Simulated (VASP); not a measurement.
Here is a VASP 6.6.1 calculation.

Contents of INCAR:

```
SYSTEM = MnS
  ALGO = Fast
  EDIFF = 1E-7
  EDIFFG = -0.002
  ENCUT = 350
  GGA = PE
  IBRION = 2
  ISIF = 3
  ISMEAR = 0
  ISPIN = 2
  LASPH = .TRUE.
  LCHARG = .FALSE.
  LMAXMIX = 4
  LORBIT = 11
  LREAL = .FALSE.
  LWAVE = .FALSE.
  MAGMOM = 5 0
  NELM = 150
  NSW = 80
  PREC = Accurate
  PSTRESS = 300.0
  SIGMA = 0.1
```

KPOINTS

```
k-points
0
G
  14 14 14
  0 0 0
```

Contents of POSCAR:

```
MnS                                     
1.0
   -0.0000000000      2.2898948003      2.2898948003
    2.2898948003      0.0000000000      2.2898948003
    2.2898948003      2.2898948003      0.0000000000
  Mn              S             
     1     1
Direct
     0.0000000000000000    0.0000000000000000    0.0000000000000000
     0.5000000000000000    0.5000000000000000    0.5000000000000000
```

Potentials or basis: VASP PAW PBE potentials, release 64 (Mn_pv, S).

Launch:

```sh
$ cat potpaw_PBE.64/Mn_pv/POTCAR potpaw_PBE.64/S/POTCAR > POTCAR
$ mpirun -np 1 vasp_std > vasp.out
```

**Question.** What does it give for the band gap on the k mesh?

**Answer.** None (metal or under the smearing width).

**Question.** What does it give for the relaxed volume?

**Answer.** 12.02 Å³/atom.

**Question.** Estimate the site moments.

**Answer.** Mn +2.79; S +0.04 μB.

**Question.** Predict the net moment.

**Answer.** 2.94 μB per cell.

Step by step:
```tsv
step	energy change (eV)	largest force (eV/Å)	pressure (GPa)	volume (Å³)
1	0.0000	0.0000	30.21	24.01
2	-0.0104	0.0000	29.74	24.07
3	-0.0044	0.0000	29.98	24.04
```

Caveat: the cell is relaxed towards a set pressure, so the enthalpy falls and the energy may rise; a cell with one magnetic atom can't hold antiferromagnetic order, which such compounds often take; semilocal functionals often make such compounds metallic where correlation or magnetic order opens a gap, which also shifts bond lengths. With open d or f shells a metallic result of PBE can be an artefact of self-interaction; +U or a hybrid may open a gap.
